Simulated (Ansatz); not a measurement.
## Ru under strain

Computed with DFT PBEsol, scalar-relativistic, plane waves, PAW in Ansatz. (420 eV cutoff, 24×24×12 k-mesh, Gaussian smearing of 0.10 eV, no spin polarisation)

The relaxed crystal:

```yaml
crystal:
  lattice:
    - [2.68948, 0.00000, 0.00000]
    - [-1.34474, 2.32916, 0.00000]
    - [0.00000, 0.00000, 4.25194]
  atoms:
    - { symbol: Ru, position: [0.33333, 0.66667, 0.25000] }
    - { symbol: Ru, position: [0.66667, 0.33333, 0.75000] }
```

Deformation: biaxial strain in the a-b plane, with the length and tilt of c and the atoms relaxed, all within the symmetry that the strain leaves. Energies are extrapolated to zero smearing. On this cell's mesh the reference holds a stress of up to 0.64 GPa.

Q: Give the structure at +1.0 %.

A:
```yaml
crystal:
  lattice:
    - [2.71638, 0.00000, 0.00000]
    - [-1.35819, 2.35245, 0.00000]
    - [0.00000, 0.00000, 4.22472]
  atoms:
    - { symbol: Ru, position: [0.33333, 0.66667, 0.25000] }
    - { symbol: Ru, position: [0.66667, 0.33333, 0.75000] }
```
Space group P6_3/mmc (194), 4.8 meV/atom over the relaxed crystal.